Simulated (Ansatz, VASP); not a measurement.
# Two plane-wave programs on BeSe

POSCAR

```
BeSe
1.0
    0.0000000000      2.5839687382      2.5839687382
    2.5839687382      0.0000000000      2.5839687382
    2.5839687382      2.5839687382      0.0000000000
Be Se
1 1
Direct
    0.0000000000      0.0000000000      0.0000000000
    0.2500000000      0.2500000000      0.2500000000
```

INCAR.step1

```
PREC = Accurate ; ENCUT = 520
ISMEAR = 0 ; SIGMA = 0.1
LREAL = F ; LASPH = T
NELM = 100 ; NBANDS = 11
GGA = PE ; ALGO = Normal
EDIFF = 1E-4 ; LWAVE = T
LCHARG = F
```

The input INCAR.step2:

```
PREC = Accurate ; ENCUT = 520
EDIFF = 1E-6 ; ISMEAR = 0
SIGMA = 0.1 ; LREAL = F
LASPH = T ; NELM = 100
ALGO = Normal ; ISIF = 2
LWAVE = F ; LCHARG = F
METAGGA = R2SCAN ; LMIXTAU = T
NBANDS = 11 ; ISTART = 1
```

Contents of KPOINTS:

```
regular mesh
0
Gamma
  4 4 4
```

Input for Ansatz:

```yaml
crystal:
  lattice:
    - [0.0, 2.5839687382, 2.5839687382]
    - [2.5839687382, 0.0, 2.5839687382]
    - [2.5839687382, 2.5839687382, 0.0]
  atoms:
    - { symbol: Be, position: [0.0, 0.0, 0.0] }
    - { symbol: Se, position: [0.25, 0.25, 0.25] }
basis:
  ecutwfc: 500
kpoints:
  mp_grid: { grid: [4, 4, 4] }
hamiltonian:
  xc: r2scan
scf:
  occupations: { method: gaussian, width: 0.1 }
  algorithm: density_mixing
  max_iter: 73
output:
  forces: true
  stress: true
  eigenvalues: true
```

Alike in both runs: task single point; functional r2SCAN; k mesh 4 × 4 × 4; occupations gaussian, width 0.1 eV; no spin polarisation.

|  | VASP | Ansatz |
| --- | --- | --- |
| version | VASP 6.6.1 | Ansatz 0.2.0 |
| potentials or method | VASP PAW PBE potentials, release 64 (Be, Se) | scalar-relativistic, plane waves, PAW |
| plane-wave cutoff (eV) | 520 | 500 |
| valence electrons in the cell | 8 | 18 |

|  | VASP | Ansatz | Ansatz less VASP |
| --- | --- | --- | --- |
| gap on the k mesh at the Fermi level (eV) | 3.12 | 3.12 | +0.002 |
| least direct gap on the mesh (eV) | 5.01 | 5.01 | -0.005 |
| pressure (GPa) | 0.5 | 0.2 | -0.26 |

The two sets of potentials don't hold the same shells in valence.

Caveats: the k mesh is coarse (spacing up to 0.53 Å⁻¹), so the values aren't converged; the PAW data sets were made with another functional, which shifts forces and pressure a little (VASP). A k mesh can miss the band edges. r2SCAN opens gaps a little over a GGA but as a rule still falls short of measured ones.
